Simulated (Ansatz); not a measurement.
## What a trial cell of InSb₃ relaxes into

Computed with DFT PBE, scalar-relativistic, plane waves, PAW (Ansatz). Cutoff 420 eV, Γ-centred k mesh, Gaussian smearing, no spin polarisation in the final step.

A relaxed cell is given with its space group left out.

```xyz
8
Lattice="6.8281 0.0000 0.0000 -3.4141 5.9133 0.0000 0.0000 0.0000 5.6797" Properties=species:S:1:pos:R:3 pbc="T T T"
In    0.0000    3.9422    1.4199
In    3.4141    1.9711    4.2598
Sb    3.4141    4.1023    1.4199
Sb   -1.8456    5.0078    4.2598
Sb    1.5684    0.9055    1.4199
Sb    0.0000    1.8111    4.2598
Sb    5.2597    0.9055    1.4199
Sb    1.8456    5.0078    4.2598
```

Energies over the elements count from the elements' standard structures at the same level, with no empirical corrections.

(1) What space group does it have?

(2) What is its formation energy per atom?

(3) Is it a metal?

Results:

(1) P6_3/mmc (No. 194). Conventional cell: a = 6.828 Å, c = 5.680 Å. In has 12 Sb at 3.42–3.55 Å; Sb has 2 Sb at 3.14 Å, 4 Sb at 3.37 Å, 4 In at 3.42–3.55 Å and 2 Sb at 3.69 Å.

(2) 0.17 eV/atom.

(3) Yes, bands cross the Fermi level on the 6×6×8 mesh.

The final run used a 6×6×8 mesh on its 8-atom cell and 0.10 eV smearing. The k mesh leaves about 4 meV/atom of noise in metals. Spin–orbit coupling is left out. The cell came from a trial start, so InSb₃ may not exist in this structure.

Cost: 2 runs of about 9.8 core-minutes in all, on Intel Xeon Platinum 8259CL (Skylake/Cascade Lake) (shared hosts).